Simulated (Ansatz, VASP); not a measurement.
Al2Pt in VASP and in Ansatz

```
Al Pt
1.0
     0.00000    2.97320    2.97320
     2.97320    0.00000    2.97320
     2.97320    2.97320    0.00000
Al Pt
2 1
Cartesian
  1.4866 1.4866 1.4866
  4.4598 4.4598 4.4598
  0.0000 0.0000 0.0000
```

Alike in both runs: functional PBE; k mesh 12 × 12 × 12; occupations gaussian, width 0.1 eV; no spin polarisation.

Ansatz relaxed the structure, and its values are those at the end. VASP's run is a single point on that final structure, the one shown.

|  | VASP | Ansatz |
| --- | --- | --- |
| version | VASP 6.6.1 | Ansatz 0.2.0 |
| potentials or method | VASP PAW PBE potentials, release 64 (Al, Pt) | scalar-relativistic, plane waves, PAW |
| plane-wave cutoff (eV) | 520 | 420 |
| valence electrons in the cell | 16 | 24 |

|  | VASP | Ansatz | Ansatz less VASP |
| --- | --- | --- | --- |
| gap on the k mesh at the Fermi level (eV) | none | none | - |
| pressure (GPa) | -0.2 | 0.0 | +0.16 |

A gap of «none» marks a metal or a gap that the smearing closes. The two sets of potentials don't hold the same shells in valence.

The runs have no spin-orbit coupling, so splittings on Pt are missing.
